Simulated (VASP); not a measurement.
Rh:

```xyz
2
Lattice="2.7310 0.0000 0.0000 -1.3655 2.3651 0.0000 0.0000 0.0000 4.4285" Properties=species:S:1:pos:R:3 pbc="T T T"
Rh    0.0000    1.5767    1.1071
Rh    1.3655    0.7884    3.3214
```

This isn't the form of Rh at room conditions, which is fcc.

```yaml
Program: VASP 6.6.1
Task: single point
Functional: PBEsol
Potentials_or_basis: VASP PAW PBE potentials, release 64 (Rh_pv)
Cutoff: 520 eV
k_mesh: 11 × 11 × 6
Occupations: fermi-dirac, width 0.05 eV
Spin: no spin polarisation
```

On this cell: pressure -13.7 GPa; largest force under 0.003 eV/Å; band gap on the k mesh none (metal or under the smearing width).

The same run follows on a disturbed copy (atoms moved at random, drawn with an rms of 0.05 Å):

```
CELL_PARAMETERS angstrom
2.73098 0.00000 0.00000
-1.36549 2.36510 0.00000
0.00000 0.00000 4.42849
ATOMIC_POSITIONS crystal
Rh 0.32688 0.64637 0.24212
Rh 0.66512 0.35005 0.76055
```

Task: What changes?

Result: The energy (extrapolated to zero smearing) moves by +23.3 meV/atom; pressure -12.5 GPa; largest force 0.802 eV/Å; band gap on the k mesh none (metal or under the smearing width).

Forces on the atoms (eV/Å):
```
Rh  -0.156  0.327  0.715
Rh   0.156 -0.327 -0.715
```

Stress tensor (GPa, compression positive):
```
-11.76  -0.40  -0.46
 -0.40 -13.31   0.86
 -0.46   0.86 -12.49
```

Caveats: the PAW data sets were made with another functional, which shifts forces and pressure a little.
